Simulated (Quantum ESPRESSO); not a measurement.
The system is P.

```xyz
4
Lattice="1.6477 -5.4650 0.0000 1.6477 5.4650 0.0000 0.0000 0.0000 4.5436" Properties=species:S:1:pos:R:3 pbc="T T T"
P     1.6477   -4.4173    2.6754
P     1.6477    4.4173    1.8683
P     1.6477   -1.0477    0.4035
P     1.6477    1.0477    4.1401
```

Base run:

| Property | Result |
| --- | --- |
| Program | Quantum ESPRESSO 7.5 |
| Functional | LDA |
| Potentials or basis | PseudoDojo 0.4.1 SR LDA standard |
| Cutoff | 653 eV |
| Density cutoff | 2612 eV |
| k mesh | 8 × 8 × 6 |
| Occupations | fermi-dirac, width 0.05 eV |
| Spin | no spin polarisation |

Its results: band gap on the k mesh 0.02 eV, direct; pressure -2.3 GPa; largest force 0.174 eV/Å.

**Question.** The run is repeated on the same cell with these changes: functional from LDA to PBE; potentials or basis from PseudoDojo 0.4.1 SR LDA standard to PseudoDojo 0.4.1 SR PBE standard; cutoff from 653 eV to 599 eV; density cutoff from 2612 eV to 2395 eV. What comes out?

**Answer.** Band gap on the k mesh 0.09 eV, direct; pressure 2.1 GPa; largest force 0.353 eV/Å.

Caveats: some levels on the path didn't converge.
